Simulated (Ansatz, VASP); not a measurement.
# Cross-check of CuI (Marshite) between VASP and Ansatz, part 2 of 2

Wanted: the spread between two codes on one cell, functional and k mesh. The cell is taken from a series of VASP runs on this material, whose earlier steps may have relaxed, scaled or displaced it; both programs get it as it stands.

VASP 6.6.1 and Ansatz 0.2.0.

So far: Set-up; Ansatz: band structure, PBE0; VASP: band structure, PBE0.

### 3. VASP: band structure, PBE0 (continued)

Level of this step: PBE0; plane waves and PAW (I, Cu) (VASP).

Numbers of over 12 decimals in the logs are rounded to 6 here.

OUTCAR, selected parts (step 3):

```text
ion  position               nearest neighbor table
   1  0.000  0.000  0.000-   2 2.63   2 2.63   2 2.63   2 2.63
   2  0.750  0.750  0.750-   1 2.63   1 2.63   1 2.63   1 2.63

  LATTYP: Found a face centered cubic cell.
 ALAT       =     6.0630000000

 Subroutine GETGRP returns: Found 24 space group operations
 (whereof 24 operations were pure point group operations)

The static configuration has the point symmetry T_d .

 Found      8 irreducible k-points:

   k-points           NKPTS =      8   k-points in BZ     NKDIM =     64   number of bands    NBANDS=     15

   dimension x,y,z NGX =    28 NGY =   28 NGZ =   28
   dimension x,y,z NGXF=    56 NGYF=   56 NGZF=   56

   ENCUT  =  350.0 eV  25.72 Ry    5.07 a.u.   6.54  6.54  6.54*2*pi/ulx,y,z

   NELECT =      18.0000    total number of electrons

 k-points in reciprocal lattice and weights: Automatic mesh
   0.00000000  0.00000000  0.00000000       0.016
   0.25000000  0.00000000  0.00000000       0.125
   0.50000000  0.00000000  0.00000000       0.062
   0.25000000  0.25000000  0.00000000       0.094
   0.50000000  0.25000000  0.00000000       0.375
  -0.25000000  0.25000000  0.00000000       0.188
   0.50000000  0.50000000  0.00000000       0.047
  -0.25000000  0.50000000  0.25000000       0.094

  exchange ACFDT corr.  =         0.00000000  see jH, gK, PRB 81, 115126

 average (electrostatic) potential at core
       1 -88.2558       2 -57.6896

 E-fermi :   3.2717

 k-point     1 :       0.0000    0.0000    0.0000
  band No.  band energies     occupation
    ...
      5       0.5848      2.00000
      6       0.5848      2.00000
      7       3.1096      2.00000
      8       3.1096      2.00000
      9       3.1096      2.00000
     10       6.3933      0.00000
     11      10.1347      0.00000
     12      10.1347      0.00000
     13      10.1347      0.00000
     14      13.6990      0.00000
    ...

 k-point     2 :       0.2500    0.0000    0.0000
  band No.  band energies     occupation
    ...
      5       0.5743      2.00000
      6       0.5743      2.00000
      7       1.4211      2.00000
      8       2.6687      2.00000
      9       2.6687      2.00000
     10       7.5572      0.00000
     11      10.7146      0.00000
     12      10.7146      0.00000
     13      10.7355      0.00000
     14      14.0387      0.00000
    ...

 k-point     3 :       0.5000    0.0000    0.0000
  band No.  band energies     occupation
    ...
      5       0.6075      2.00000
      6       0.6075      2.00000
      7       0.6578      2.00000
      8       2.2610      2.00000
      9       2.2610      2.00000
     10       7.4110      0.00000
     11      10.6466      0.00000
     12      10.6467      0.00000
     13      12.6429      0.00000
     14      14.6214      0.00000
    ...

  energy-cutoff  :      350.00
  volume of cell :       55.72
      direct lattice vectors                 reciprocal lattice vectors
     0.000000000  3.031500000  3.031500000    -0.164934851  0.164934851  0.164934851
     3.031500000  0.000000000  3.031500000     0.164934851 -0.164934851  0.164934851
     3.031500000  3.031500000  0.000000000     0.164934851  0.164934851 -0.164934851

 POSITION                                       TOTAL-FORCE (eV/Angst)
 -----------------------------------------------------------------------------------
      0.00000      0.00000      0.00000         0.000000      0.000000      0.000000
      4.54725      4.54725      4.54725        -0.000000     -0.000000      0.000000
 -----------------------------------------------------------------------------------
    total drift:                               -0.000109     -0.000055     -0.000032

  FREE ENERGIE OF THE ION-ELECTRON SYSTEM (eV)
  ---------------------------------------------------
  free  energy   TOTEN  =        -6.9658502564 eV

  energy  without entropy=       -6.9658502564  energy(sigma->0) =       -6.96585026

 total charge
# of ion       s       p       d       tot
------------------------------------------
    1        1.485   2.878   0.043   4.406
    2        0.293   0.254   9.418   9.965
--------------------------------------------------
tot          1.778   3.131   9.461  14.370

[... 3 further parts left out ...]
```

### 4. Comparison

Known differences besides the potentials themselves: exact exchange at q = 0 is treated differently, which shows on coarse meshes; VASP keeps PBE cores, Ansatz makes them for the functional; the data sets hold 36 valence electrons in Ansatz (default PAW (the set named soft_2) files) and 18 in VASP; the cutoff is 420 eV in Ansatz and 350 eV in VASP; VASP takes a coarser grid for exact exchange (PRECFOCK = Fast). Total energies have different zeros and are not compared.

Compared:

| quantity | Ansatz | VASP | difference |
| --- | --- | --- | --- |
| gap over the path points (eV) | 3.328 | 3.284 | +0.044 |

Levels at points of the path, from each program's valence-band top (eV; 4 filled, then empty):

| k (reciprocal lattice) | Ansatz | VASP |
| --- | --- | --- |
| 0.000 0.000 0.000 | -2.54 0.00 0.00 0.00 3.33 7.06 7.06 | -2.52 0.00 0.00 0.00 3.28 7.03 7.03 |
| 0.500 0.000 0.500 | -2.46 -2.34 -1.98 -1.98 4.60 5.00 11.61 | -2.45 -2.33 -1.98 -1.98 4.59 4.98 11.61 |
| 0.500 0.222 0.722 | -2.45 -2.43 -2.29 -1.74 6.48 6.78 8.46 | -2.44 -2.41 -2.27 -1.72 6.46 6.75 8.42 |
| 0.403 0.347 0.750 | -2.52 -2.37 -2.08 -1.63 5.25 6.83 9.57 | -2.51 -2.35 -2.06 -1.63 5.24 6.80 9.53 |
| 0.125 0.125 0.250 | -2.54 -1.22 -0.71 -0.20 4.70 6.75 7.46 | -2.52 -1.22 -0.70 -0.19 4.65 6.72 7.42 |
| 0.278 0.278 0.278 | -2.55 -1.87 -0.51 -0.51 4.49 7.67 7.67 | -2.53 -1.86 -0.51 -0.51 4.45 7.63 7.63 |
| 0.556 0.389 0.556 | -2.53 -2.42 -1.46 -1.09 5.23 6.97 8.30 | -2.51 -2.41 -1.45 -1.09 5.20 6.95 8.26 |
| 0.583 0.250 0.667 | -2.52 -2.37 -2.11 -1.65 5.41 6.84 9.34 | -2.50 -2.35 -2.09 -1.65 5.39 6.81 9.30 |
| 0.500 0.306 0.694 | -2.52 -2.35 -2.16 -1.62 6.42 6.85 8.05 | -2.50 -2.33 -2.15 -1.61 6.39 6.82 8.02 |
| 0.486 0.486 0.528 | -2.52 -2.47 -0.90 -0.87 4.41 7.49 7.62 | -2.50 -2.45 -0.90 -0.87 4.38 7.45 7.58 |

Among the levels compared at these points, filled levels agree within 20 meV and empty ones within 46 meV.

### 5. What came out

| Property | Result |
| --- | --- |
| difference in gap over the path points (band structure, PBE0) | 0.044 eV |

What this shows: The difference in gap over the path points is 0.044 eV (band structure, PBE0), within the 0.08 eV picked in this series as the mark of a large difference. Such differences can come from data sets, numerical settings and the points named under the comparisons, not from the functional's error against experiment.

[Lines on the potential files, build, host, timing and source positions are cut from VASP's logs without a mark.]

[Logs are printed without paths, hosts, clocks, repeated set-up lines and the standing remarks that a program may print on its own settings, such as how far it seeks lower states.]

[Hosts, paths, dates, database ids (printed as entryN), source tags and the programs' standing remarks are cut or masked in the printed files.]
